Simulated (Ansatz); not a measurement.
# Si8NO14: the cost of one run

Method: DFT PBEsol, plane waves, PAW, scalar-relativistic, collinear spin, in Ansatz 0.2.0.

### 1 Starting point

The cell holds 23 atoms (NO14Si8): a = 7.729 Å, b = 6.951 Å, c = 6.960 Å, α = 92.91°, β = 116.33°, γ = 87.81°.

Coordinates:

```xyz
23
Lattice="-5.6579 -5.2657 0.0000 4.5381 -5.2657 0.0000 2.0996 2.2759 6.2332" Properties=species:S:1:pos:R:3 pbc="T T T"
Si   -0.9459   -6.2957    1.4908
Si   -2.6481   -5.4144    3.6960
Si   -3.5049   -7.1485    0.2768
Si    1.4256   -2.7946    2.8371
O    -0.6425   -7.6017    2.3940
O    -3.6320   -4.1340    3.7544
O    -1.9710   -6.5383    0.2920
O     2.1673   -2.9341    1.3980
O     1.1035   -0.7128    0.7268
O    -1.5107   -5.1987    2.4481
O     2.1698   -1.5537    3.6251
O    -1.8518   -5.4901    5.0635
Si   -0.3977   -1.0081    1.5019
Si    2.5023   -5.3701    3.7148
Si    1.5861   -7.1309    0.2634
Si    0.8395   -8.0044    2.8014
O    -0.0789   -2.3314    2.3952
O     1.4431   -4.1433    3.7508
N    -2.9605   -3.0412    1.3666
O     0.5381   -5.9458    0.7773
O     3.5358   -5.2492    2.4372
O     1.5976   -6.7327    3.6210
O     3.3063   -5.4563    5.0829
```

### 2 End point A

The input, input.yaml:

```yaml
crystal:
  lattice:
    - [-5.657871, -5.26572, 0.0]
    - [4.538129, -5.26572, 0.0]
    - [2.099624, 2.275852, 6.23316]
  atoms:
    - { symbol: Si, position: [0.7201795, 0.5787985, 0.2391714] }
    - { symbol: Si, position: [0.9535399, 0.3309634, 0.5929539] }
    - { symbol: Si, position: [0.9656695, 0.4110807, 0.0444095] }
    - { symbol: Si, position: [0.2776883, 0.4497516, 0.4551631] }
    - { symbol: O, position: [0.8585305, 0.7510849, 0.3840692] }
    - { symbol: O, position: [0.9455533, 0.0998576, 0.6023336] }
    - { symbol: O, position: [0.7646247, 0.4972854, 0.0468463] }
    - { symbol: O, position: [0.124775, 0.5293652, 0.2242864] }
    - { symbol: O, position: [-0.0015326, 0.1873031, 0.1166065] }
    - { symbol: O, position: [0.7440202, 0.4129958, 0.3927476] }
    - { symbol: O, position: [0.1501624, 0.3962613, 0.5815892] }
    - { symbol: O, position: [0.9692238, 0.4244854, 0.8123456] }
    - { symbol: Si, position: [0.2201854, 0.0754028, 0.240953] }
    - { symbol: Si, position: [0.4458633, 0.8315433, 0.5959702] }
    - { symbol: Si, position: [0.4640169, 0.9084613, 0.0422629] }
    - { symbol: Si, position: [0.7732553, 0.9410915, 0.449437] }
    - { symbol: O, position: [0.357848, 0.2509758, 0.3842615] }
    - { symbol: O, position: [0.4483586, 0.5985714, 0.6017513] }
    - { symbol: "N", position: [0.6347462, 0.0375651, 0.2192444], spin: 1.0 }
    - { symbol: O, position: [0.4994625, 0.6835813, 0.1247094] }
    - { symbol: O, position: [0.2526429, 0.9132134, 0.3910108] }
    - { symbol: O, position: [0.6437777, 0.8858872, 0.5809291] }
    - { symbol: O, position: [0.4617165, 0.9269121, 0.8154656] }
magnetization:
  spin_polarized: true
total_charge: 2
basis:
  ecutwfc: 420.0
kpoints:
  mp_grid: { grid: [2, 2, 2] }
hamiltonian:
  xc: pbesol
  pseudopotentials: { kind: paw, azcp: { folder: soft_1 } }
scf:
  occupations: { method: fermi_dirac, width: 0.02 }
  lower_state_search: "off"
relax:
  f_tol: 0.03
  max_steps: 60
  adjacent_minimum: "off"
```

Launch:

```bash
$ ansatz run input.yaml --threads 2 --pin off --max-ram 5120MiB --backend cpu --events-out ev --progress --plain --runs-dir out
```

Q: Estimate wall time and peak memory on 2 threads of Intel Xeon Platinum 8559C (Emerald Rapids), shared host.

About 3.3 min, with a peak of 0.91 GiB.
